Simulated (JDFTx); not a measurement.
Hf:

```
Hf
1.0
     3.19670    0.00000    0.00000
    -1.59835    2.76842    0.00000
     0.00000    0.00000    5.05780
Hf
2
Cartesian
  1.5984 0.9228 3.7934
  0.0000 1.8456 1.2645
```

Base run:

* Program: JDFTx 1.7.0 (patched build)
* Functional: PBE
* Potentials or basis: PseudoDojo-SR-PBE-0.5-standard
* Cutoff: 789 eV
* Density cutoff: 3157 eV
* k mesh: 10 × 10 × 5
* Occupations: fermi-dirac, width 0.05 eV
* Spin: no spin polarisation

Its results: band gap on the k mesh none (metal or under the smearing width); pressure 0.6 GPa.

Task: The run is repeated on the same cell with these changes: functional from PBE to PBEsol; potentials or basis from PseudoDojo-SR-PBE-0.5-standard to PseudoDojo-SR-PBEsol-0.4.1-standard with smoothed tails; density cutoff from 3157 eV to 6313 eV. What comes out?

Result: Band gap on the k mesh none (metal or under the smearing width); pressure -3.6 GPa.

Not every run made on this cell is shown here.
